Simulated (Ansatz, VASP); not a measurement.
**One calculation of La, two programs**

Contents of POSCAR:

```
La
1.0
   -2.0951271325      2.0951271325      2.0951271325
    2.0951271325     -2.0951271325      2.0951271325
    2.0951271325      2.0951271325     -2.0951271325
La
1
Direct
    0.0000000000      0.0000000000      0.0000000000
```

Contents of INCAR.step1:

```
  ALGO = Normal
  EDIFF = 1E-4
  ENCUT = 520
  GGA = PE
  ISMEAR = -1
  LASPH = True
  LCHARG = False
  LREAL = False
  LWAVE = True
  NBANDS = 12
  NELM = 100
  PREC = Accurate
  SIGMA = 0.05
```

INCAR.step2

```
  ALGO = Normal
  EDIFF = 1E-6
  ENCUT = 520
  ISIF = 2
  ISMEAR = -1
  ISTART = 1
  LASPH = True
  LCHARG = True
  LELF = True
  LMIXTAU = True
  LREAL = False
  LVHAR = True
  LWAVE = False
  METAGGA = R2SCAN
  NBANDS = 12
  NELM = 100
  PREC = Accurate
  SIGMA = 0.05
```

KPOINTS

```
k-points
0
Gamma
  9 9 9
```

Contents of input.yaml:

```yaml
crystal:
  lattice:
    - [-2.0951271325, 2.0951271325, 2.0951271325]
    - [2.0951271325, -2.0951271325, 2.0951271325]
    - [2.0951271325, 2.0951271325, -2.0951271325]
  atoms:
    - { symbol: La, position: [0.0, 0.0, 0.0] }
hamiltonian:
  xc: r2scan
  pseudopotentials: { kind: paw }
kpoints:
  mp_grid: { grid: [9, 9, 9] }
scf:
  occupations: { method: fermi_dirac, width: 0.05 }
output:
  forces: true
  stress: true
  eigenvalues: true
```

This isn't the form of La at room conditions, which is double hcp.

Alike in both runs: task single point; functional r2SCAN; k mesh 9 × 9 × 9; occupations fermi-dirac, width 0.05 eV; no spin polarisation.

|  | VASP | Ansatz |
| --- | --- | --- |
| version | VASP 6.6.1 | Ansatz 0.2.0 |
| potentials or method | VASP PAW PBE potentials, release 64 (La) | Ansatz PAW |
| plane-wave cutoff (eV) | 520 | 500 |
| valence electrons in the cell | 11 | 11 |

```tsv
	VASP	Ansatz	Ansatz less VASP
gap on the k mesh at the Fermi level (eV)	none	none	-
pressure (GPa)	0.9	0.8	-0.05
```

A gap of «none» marks a metal or a gap that the smearing closes. With one functional, cell and mesh, what is left measures potentials, basis and numerics.

Caveats: the PAW data sets were made with another functional, which shifts forces and pressure a little (VASP); the magnetic or orbital state may not be the lowest (Ansatz); the PAW data sets come from PBE, with cores solved anew for the run's functional, which leaves a small shift of forces and pressure (Ansatz). The runs have no spin-orbit coupling, so splittings on La are missing.
